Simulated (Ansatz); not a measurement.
# TiSi2 (Immm) in Ansatz: further runs, part 2 of 2

Ansatz 0.2.0.

**3. Single point, HSE06 form with a typed share of exact exchange**

input reads:

```
crystal:
  lattice:
    - [-1.472872, 1.71213, 4.212083]
    - [1.472872, -1.71213, 4.212083]
    - [1.472872, 1.71213, -4.212083]
  atoms:
    - { symbol: Ti, position: [0.0, 0.0, 0.0] }
    - { symbol: Si, position: [0.670078, 0.670078, 0.0] }
    - { symbol: Si, position: [0.329922, 0.329922, 0.0] }
hamiltonian:
  xc:
    exchange: pbe
    correlation: pbe
    exx: { coeff: 0.25, omega: 0.15 }
  pseudopotentials: { kind: paw }
kpoints:
  mp_grid: { grid: [6, 6, 6] }
scf:
  occupations: { method: fermi_dirac, width: 0.05 }
output:
  forces: true
  stress: true
  eigenvalues: true
```

Potentials or basis: Ansatz PAW.

What it wrote:

```text
Warning: output.stress: scf.convergence.dr2_threshold = 1e-7 eV (the SCF's general default) is looser than the 3e-10 eV advised for a printed stress (1e-10 eV for each atom of the cell: 3). What an SCF threshold leaves in a stress goes as its square root, and in the free energy as the threshold itself, and one threshold admits the most on a small cell: of the crystals measured, under no hybrid functional and no lock of the moments, on runs that ended without the residual-converged pass, on stresses that held no estimate of that error, the worst erred by over 100 MPa in a component at 1e-7 eV an atom and by under 5 at 1e-10. Set scf.convergence.dr2_threshold to 3e-10 eV or tighter. The threshold is an SCF's pass mark: one that does not reach it within its budget of iterations ends unconverged, or closes short of it on a stop that the run arms, and scf.convergence.dr2_threshold's page says what that costs each kind of run
Warning: output.stress: scf.exx.energy_threshold = 1e-6 eV is looser than the 3e-8 eV advised for a stress under a hybrid functional (1e-8 eV for each atom of the cell: 3). Every SCF of the exchange loop can meet its threshold on dr2 while the loop round them stops early: no threshold on dr2 bounds what that leaves in the stress. Set scf.exx.energy_threshold to 3e-8 eV or tighter. The threshold is the loop's pass mark: a loop that does not reach it within its budget of cycles ends unconverged, and scf.exx.energy_threshold's page has the law
basis.fft_grid_basis auto: the FFT boxes are laid along the combinations [[1, 0, 1], [0, 1, 1], [0, 0, 1]] of the cell's own vectors, 3.424, 2.946 and 4.779 Å long. The dense box has 24×20×32 points. Along the cell's own vectors, as sized, it would have 32×32×32, 2.13 times as many. Of the 8 symmetry operations that the crystal satisfies within crystal.symmetry.tolerance (time reversal apart; of a slab, those that keep its plane) the dense box along the cell's own vectors carries 8, and the one as laid loses 6 of those. basis.fft_grid_basis: typed keeps the cell's own vectors: state it where this run's energies or levels are differenced outside the engine with another run's, or held beside a run that keeps those vectors.
GPUs: using 1 of 1 available (devices: 1).
Engine: ansatz 0.2.0, x86_64-unknown-linux-gnu
Pseudopotentials: kind: paw
Pseudopotential: Ti, paw, valence charge 12, recommended cutoff 420 eV (normal), Ti.paw.azcp
Pseudopotential: Si, paw, valence charge 4, recommended cutoff 420 eV (normal), Si.paw.azcp
Functional definition: unnamed
  parameter a_1 = 0.25
  parameter omega_1 = 0.15/angstrom
  exchange = pbe_x + (-a_1)*pbe_x_sr(omega_1) + a_1*exact_x_sr(omega_1)
  correlation = pbe_c
device memory: the entry about to start is reckoned to put 0.8 GiB on a device that reports 38.8 GiB free (of which the cap on the GPU budget leaves the run 18.0 GiB)
GPU FFT provider: cuFFT
GPU libraries: cuBLAS 13.8.2, cuFFT 12.4.0, cuSOLVER 12.3.4
Crystal: 3 atoms, lattice volume = 42.487 Å³
Basis set: ecut = 420 eV, 839 PW (Γ), FFT grids on a1+a3, a2+a3, a3, exchange–correlation on 48×40×64 points (8 copies of the dense FFT grid, shifted against one another)
Bands: 14, of which v1, the nominal top of the filled ones, is band 10 counted from 1 (9 counted from 0)
Symmetry: 8 space group operations
Space group: Immm (ITA 71), of the structure as read, at distance tolerance 3.5e-5 Å
k-points: 46 of 216
Non-local potential: Ti, projectors of the file, l = 0: 3, l = 1: 2, l = 2: 3, l = 3: 1
Non-local potential: Si, projectors of the file, l = 0: 2, l = 1: 2, l = 2: 2
PAW form: soft (Blöchl's): semilocal exchange-correlation on the pseudo side does not see the compensation charge
PAW frozen core: Ti, regenerated for the run's functional, and the local potential with it (the file was generated under x = pbe(κ = 0.804, μ = 0.2195149727645171), c = pbe(β = 0.06672455060314922))
PAW frozen core: Si, regenerated for the run's functional, and the local potential with it (the file was generated under x = pbe(κ = 0.804, μ = 0.2195149727645171), c = pbe(β = 0.06672455060314922))
PAW one-centre angular grid: Ti, 590 points (default); XC on 64 Gauss nodes
PAW one-centre angular grid: Si, 110 points (default); XC on 64 Gauss nodes
Initial density: superposition of atomic densities (neutral atoms: chi_scale 0, normalization atom), corrected by the library's trained network
Initial wavefunctions: pseudopotential atomic-orbital guess
GPU buffer pool allocated for 15360 grid points (all kernels)
GPU transforms: local potential and band sums: pruned to the plane-wave sphere, on 24×20×32
Functional: x = pbe(κ = 0.804, μ = 0.2195149727645171), c = pbe(β = 0.06672455060314922), warm-up for x = pbe(κ = 0.804, μ = 0.2195149727645171) + 0.25 (exact − pbe) at short range (hse, ω = 0.15 Å⁻¹), c = pbe(β = 0.06672455060314922)
SCF iter   1: F=—  HF=-3772.462232 eV  |F-HF|=—  |Δ(HF+E_count)|=         —  Δρ=4.19e-3  dr2=5.98e-3  ethr=1.77e-3  ⟨swp⟩=6.1  Hψ=2927  notcnv=0
preconditioner: auto → Kerker (q_TF=auto, 2.406 Å⁻¹)  [metal: Δε(μ)=0.048 eV  Ē_g=6.581 eV  σ=0.050 eV  W_gap=0.24  n_scr=10 (ndim 8)  ℏωp=19.7 eV  f_vac=0.000  D(μ)=1.80/eV (n_scr^D=10)]
SCF iter   2: F=—  HF=-3772.461879 eV  |F-HF|=—  |Δ(HF+E_count)|=   3.53e-4  Δρ=2.38e-3  dr2=2.14e-3  ethr=2.99e-5  ⟨swp⟩=4.5  Hψ=1568  notcnv=0  defer=21
[... 37 lines left out ...]
Frozen-core exchange: fock
SCF iter   1: F=—  HF=-3772.722346 eV  |F-HF|=—  |Δ(HF+E_count)|=         —  Δρ=1.07e-4  dr2=5.70e-6  ethr=1.20e-6  ⟨swp⟩=4.8  Hψ=1723  notcnv=0
preconditioner: auto → Kerker (q_TF=auto, 2.406 Å⁻¹)  [metal: Δε(μ)=0.093 eV  Ē_g=7.953 eV  σ=0.050 eV  W_gap=0.39  n_scr=10 (ndim 8)  ℏωp=19.7 eV  f_vac=0.000  D(μ)=1.06/eV (n_scr^D=6)]
SCF iter   2: F=—  HF=-3772.722345 eV  |F-HF|=—  |Δ(HF+E_count)|=   1.06e-6  Δρ=2.09e-5  dr2=9.21e-7  ethr=2.01e-8  ⟨swp⟩=3.8  Hψ=1266  notcnv=0
SCF iter   3: F=—  HF=-3772.722349 eV  |F-HF|=—  |Δ(HF+E_count)|=   4.17e-6  Δρ=2.10e-5  dr2=2.21e-7  ethr=4.73e-10  ⟨swp⟩=5.2  Hψ=2394  notcnv=0
SCF iter   4: F=—  HF=-3772.722349 eV  |F-HF|=—  |Δ(HF+E_count)|=   4.53e-8  Δρ=6.64e-6  dr2=1.38e-7  ethr=4.73e-10  ⟨swp⟩=2.7  Hψ=1142  notcnv=0
SCF iter   5: F=—  HF=-3772.722349 eV  |F-HF|=—  |Δ(HF+E_count)|=   3.82e-7  Δρ=8.41e-6  dr2=3.01e-8  ethr=1.11e-10  ⟨swp⟩=5.2  Hψ=2044  notcnv=0  defer=2
SCF iter   6: F=—  HF=-3772.722349 eV  |F-HF|=—  |Δ(HF+E_count)|=   2.40e-8  Δρ=4.40e-6  dr2=8.20e-9  ethr=6.25e-11  ⟨swp⟩=5.2  Hψ=1678  notcnv=0  defer=8
SCF iter   7: F=-3772.722349 eV  HF=-3772.722349 eV  |F-HF|=1.86e-10  |Δ(HF+E_count)|=   1.77e-8  Δρ=7.82e-7  dr2=3.37e-10  ethr=2.80e-11  ⟨swp⟩=5.2  Hψ=1753  notcnv=0  defer=7
SCF 3 converged in 7 iterations: F = -3772.722349 eV  dr2 = 3.37e-10
  Residual-converged pass: ⟨swp⟩=3.7  Hψ=1537  notcnv=0  max |occ|·‖R‖ = 2.7e-7 eV (tolerance 2.7e-7 eV)  dr2=3.39e-10  dr2_onsite=1.29e-11  max |Δocc| = 1.5e-11
hybrid outer 2: dexx = +7.426e-6 eV, tail = 2.08e-8 eV, Δε = 6.46e-3 eV (about 1.41e-4 eV left of the loop's levels), ΔF = 7.76e-5 eV/Å (tail 6.45e-5)
hybrid SCF converged: 2 outer / 14 inner (+8 warm-up), last move |dexx| = 7.43e-6 eV, tail = 2.08e-8 eV
Stability not checked: this state was not tested for a lower state beside it, because the functional holds exact exchange (a hybrid, or Hartree-Fock), whose exchange loop this test does not read (fock_operator; see scf.lower_state_search)
Free energy (F): -3772.722350 eV
Frozen-core exchange: fock
Harris-Foulkes:  -3772.722350 eV  (|F-HF|=1.86e-10)
Internal energy: -3772.713746 eV  (E = F + TS)
E sigma→0 (E₀):  -3772.718048 eV
Entropy (-TS):   -0.008604 eV (-2.868 meV/atom)
Fermi energy:    12.380941 eV
--- Per-component energies (eV) ---
  E_band       = -149.157612
  E_kinetic    = 358.189546
  E_local      = -1014.907328  (includes V_loc(G=0)·N_el)
  E_nonlocal   = 53.857068
  E_hartree    = 440.854370
  E_xc         = -169.829965
  E_vxc        = -176.255516  (∫ρ·V_xc dr)
  E_exx        = -52.890178  (= α·E_x^exact, valence–valence)
  E_paw        = -2060.452510  (= ΣΔE_a)
  E_vpaw       = -145.970181  (= ΣTr[D̂ρ^β])
  E_aug_tail   = 0.000137  (compensation charges beyond the density's cutoff)
  E_ewald      = -1327.243671
  E_core_change = -0.291214  (= ΣΔE_core)
  E_smearing   = -0.008604  (= −TS)
  E_closure    = 0.000000  (closes the sum)
  Σ components = -3772.722350   (vs F -3772.722350, Δ=0.00e0)
--- Forces (eV/Å), atoms counted from 1 ---
  atom   1  Ti     0.00000000     0.00000000     0.00000000
  atom   2  Si    -0.00000000     0.00000000     0.17403332
  atom   3  Si     0.00000000     0.00000000    -0.17403332
  max |Σ_I F_I| component: 2.78e-17 eV/Å
--- Stress (GPa, compression-positive) ---
       -1.408206      -0.000000       0.000000
       -0.000000      -3.415776      -0.000000
        0.000000      -0.000000      -4.752512
  P = ⅓ Tr σ = -3.1922 GPa (-31.922 kbar)
--- Band table (eV; the first three rows and the last of 46) ---
  k-point 0: bands = ["-48.8359", "-23.5449", "-23.5345", "-23.2453", "-1.9596", "6.7573", "7.4426", "9.7871", "11.3666", "13.5573", "14.8753", "15.6980", "15.9173", "17.0592"]
  k-point 1: bands = ["-48.8237", "-23.5531", "-23.5284", "-23.3429", "-1.0470", "7.1204", "7.4437", "9.1044", "11.2536", "11.4394", "13.1533", "15.6830", "16.7187", "17.2324"]
  k-point 2: bands = ["-48.7996", "-23.5816", "-23.5298", "-23.4952", "1.5062", "6.4215", "7.6634", "7.9721", "10.1472", "10.9337", "11.4019", "15.7523", "16.4306", "16.5839"]
  k-point 45: bands = ["-48.8360", "-23.5516", "-23.5378", "-23.2460", "-0.6394", "2.0761", "10.7428", "10.7739", "11.8826", "13.1545", "15.1495", "15.3371", "15.7619", "16.5658"]
```

Run time: 71 s. Hardware: 1 × NVIDIA H100 80GB HBM3 with 2 threads of AMD EPYC 7R13 (Zen 3), shared host; peak memory 2.9 GiB.

What came out:

```yaml
Free_energy: -3772.7223 eV
Pressure: -3.2 GPa
Largest_force: 0.174 eV/Å
Band_gap_on_the_k_mesh: none (metal or under the smearing width)
```

Forces on the atoms (eV/Å):
```
Ti   0.000  0.000  0.000
Si   0.000  0.000  0.174
Si   0.000  0.000 -0.174
```

Stress tensor (GPa, compression positive):
```
-1.41  0.00  0.00
 0.00 -3.42  0.00
 0.00  0.00 -4.75
```

Caveat: the k mesh is coarse (spacing up to 0.47 Å⁻¹), so the values aren't converged, least of all with exact exchange; the PAW data sets come from PBE, with cores solved anew for the run's functional, which leaves a small shift of forces and pressure; the thresholds are loose for stress.

**4. Single point, HSE06 form with a typed share of exact exchange**

input, as its differences from that of step 3:

```diff
@@ -10,6 +10,3 @@
 hamiltonian:
-  xc:
-    exchange: pbe
-    correlation: pbe
-    exx: { coeff: 0.25, omega: 0.15 }
+  xc: { exchange: pbe, correlation: pbe, exx: { coeff: 0.25, omega: 0.2 } }
   pseudopotentials: { kind: paw }
@@ -23 +20,5 @@
   eigenvalues: true
+  write_density: true
+  write_potential: true
+  elf: true
+  volumetric_format: npy
```

It took 20 s on 1 × NVIDIA H100 80GB HBM3 with 2 threads of AMD EPYC 7R13 (Zen 3), shared host; peak memory 2.7 GiB.

It converged, with:

```
Free energy            : -3772.7213 eV
Pressure               : -3.0 GPa
Largest force          : 0.174 eV/Å
Band gap on the k mesh : none (metal or under the smearing width)
```

Forces on the atoms (eV/Å):
```
Ti   0.000  0.000  0.000
Si   0.000  0.000  0.174
Si   0.000  0.000 -0.174
```

Stress tensor (GPa, compression positive):
```
-0.87  0.00  0.00
 0.00 -3.42  0.00
 0.00  0.00 -4.61
```

Levels at points of the mesh, in eV from the Fermi level:
```
              k point  band 7  band 8  band 9  band 10  band 11  band 12  band 13  band 14
   (0.00, 0.00, 0.00)   -4.85   -2.52   -0.94     1.13     2.43     3.22     3.46     4.59
  (0.00, 0.00, -0.50)   -5.83   -5.31   -3.38    -1.57    -1.10     3.07     3.68     3.86
  (0.00, -0.50, 0.00)   -4.29   -4.02   -1.11    -0.53     1.34     3.15     4.14     4.47
 (0.00, -0.50, -0.50)   -5.10   -4.49   -0.96     1.50     2.76     3.31     4.28     4.48
(-0.50, -0.50, -0.50)   -1.59   -1.55   -0.46     0.73     2.67     2.89     3.28     4.12
```

Caveat: the k mesh is coarse (spacing up to 0.47 Å⁻¹), so the values aren't converged, least of all with exact exchange; the PAW data sets come from PBE, with cores solved anew for the run's functional, which leaves a small shift of forces and pressure; the thresholds are loose for stress.

**5. Single point, HSE06 form with a typed share of exact exchange**

input, as its differences from that of step 4:

```diff
@@ -10,3 +10,3 @@
 hamiltonian:
-  xc: { exchange: pbe, correlation: pbe, exx: { coeff: 0.25, omega: 0.2 } }
+  xc: { exchange: pbe, correlation: pbe, exx: { coeff: 0.25, omega: 0.3 } }
   pseudopotentials: { kind: paw }
@@ -20,5 +20 @@
   eigenvalues: true
-  write_density: true
-  write_potential: true
-  elf: true
-  volumetric_format: npy
```

Wall time 24 s (1 × NVIDIA H100 80GB HBM3 with 2 threads of AMD EPYC 7R13 (Zen 3), shared host); peak memory 2.9 GiB.

It converged, with:

```yaml
Free_energy: -3772.7413 eV
Pressure: -2.5 GPa
Largest_force: 0.177 eV/Å
Band_gap_on_the_k_mesh: none (metal or under the smearing width)
```

Forces on the atoms (eV/Å):
```
Ti   0.000  0.000  0.000
Si   0.000  0.000  0.177
Si   0.000  0.000 -0.177
```

Stress tensor (GPa, compression positive):
```
-0.02  0.00  0.00
 0.00 -3.19  0.00
 0.00  0.00 -4.20
```

Levels at points of the mesh, in eV from the Fermi level:
```tsv
k point	band 6	band 7	band 8	band 9	band 10	band 11	band 12	band 13	band 14
(0.00, 0.00, 0.00)	-5.35	-4.70	-2.41	-0.83	1.06	2.34	3.05	3.36	4.44
(0.00, 0.00, -0.50)	-5.85	-5.65	-5.16	-3.24	-1.46	-0.98	2.98	3.53	3.73
(0.00, -0.50, 0.00)	-9.06	-4.13	-3.85	-1.01	-0.45	1.26	3.08	4.00	4.38
(0.00, -0.50, -0.50)	-10.15	-4.94	-4.32	-0.86	1.37	2.61	3.16	4.13	4.37
(-0.50, -0.50, -0.50)	-9.98	-1.51	-1.45	-0.41	0.66	2.53	2.80	3.12	4.03
```

Caveat: the k mesh is coarse (spacing up to 0.47 Å⁻¹), so the values aren't converged, least of all with exact exchange; the PAW data sets come from PBE, with cores solved anew for the run's functional, which leaves a small shift of forces and pressure; the thresholds are loose for stress.

**6. The runs side by side**

| screening (1/Å) | gap on the mesh (eV) | pressure (GPa) | largest force (eV/Å) |
| --- | --- | --- | --- |
| 0.1 | none | -3.4 | 0.18 |
| 0.15 | none | -3.2 | 0.17 |
| 0.2 | none | -3.0 | 0.17 |
| 0.3 | none | -2.5 | 0.18 |

Alike in all rows: task single point; level HSE06 form with a typed share of exact exchange; potentials or basis Ansatz PAW; no spin polarisation; cell as given; k mesh 6 × 6 × 6; cutoff (eV) 420; smearing fermi-dirac 0.05 eV; the mesh is coarse, so values aren't converged.

Caveats: all runs use coarse meshes; the PAW data sets come from PBE, with cores solved anew for the run's functional, which leaves a small shift of forces and pressure; the thresholds are loose for stress.

Total energies depend on the potentials used, so only differences within one code and one set of settings carry meaning.
